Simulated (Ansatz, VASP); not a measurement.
# Two plane-wave programs on KI

Contents of INCAR:

```
SYSTEM = KI
PREC = Accurate ; ENCUT = 520
EDIFF = 1E-7 ; ISMEAR = 0
SIGMA = 0.05 ; LREAL = .FALSE.
LASPH = .TRUE. ; NELM = 100
ALGO = Normal ; ISIF = 2
LWAVE = .FALSE. ; LCHARG = .FALSE.
GGA = PE ; NBANDS = 15
```

KPOINTS

```
regular mesh
0
G
  6 6 6
  0 0 0
```

The input POSCAR:

```
KI
1.0
    0.0000000000      3.2425860000      3.6655320000
    3.2425860000      0.0000000000      3.6655320000
    3.2425860000      3.2425860000      0.0000000000
K I
1 1
Direct
    0.0000000000      0.0000000000      0.0000000000
    0.5000000000      0.5000000000      0.5000000000
```

Input for Ansatz:

```yaml
crystal:
  lattice:
    - [0.0, 3.242586, 3.665532]
    - [3.242586, 0.0, 3.665532]
    - [3.242586, 3.242586, 0.0]
  atoms:
    - { symbol: K, position: [0.0, 0.0, 0.0] }
    - { symbol: I, position: [0.5, 0.5, 0.5] }
basis:
  ecutwfc: 420
kpoints:
  mp_grid: { grid: [6, 6, 6] }
hamiltonian:
  xc: pbe
scf:
  occupations: { method: gaussian, width: 0.05 }
output:
  forces: true
  stress: true
  eigenvalues: true
```

Change from the starting cell: strain -0.080 along x and y, +0.040 along z, atoms carried along.

Alike in both runs: task single point; functional PBE; k mesh 6 × 6 × 6; occupations gaussian, width 0.05 eV; no spin polarisation.

|  | VASP | Ansatz |
| --- | --- | --- |
| version | VASP 6.6.1 | Ansatz 0.2.0 |
| potentials or method | VASP PAW PBE potentials, release 64 (K_sv, I) | scalar-relativistic, plane waves, PAW |
| plane-wave cutoff (eV) | 520 | 420 |
| valence electrons in the cell | 16 | 26 |

Ansatz gave:

| Item | Value |
| --- | --- |
| gap on the k mesh at the Fermi level (eV) | 4.19 |
| least direct gap on the mesh (eV) | 4.19 |
| pressure (GPa) | 3.8 |
| largest component of the traceless stress (GPa) | 3.53 |

Question: Estimate VASP's values.

Answer: gap on the k mesh at the Fermi level (eV): 4.18; least direct gap on the mesh (eV): 4.18; pressure (GPa): 3.9; largest component of the traceless stress (GPa): 3.57.

The two sets of potentials don't hold the same shells in valence.

Caveats: spin-orbit coupling is left out, which moves the levels of the heavy elements. A k mesh can miss the band edges.
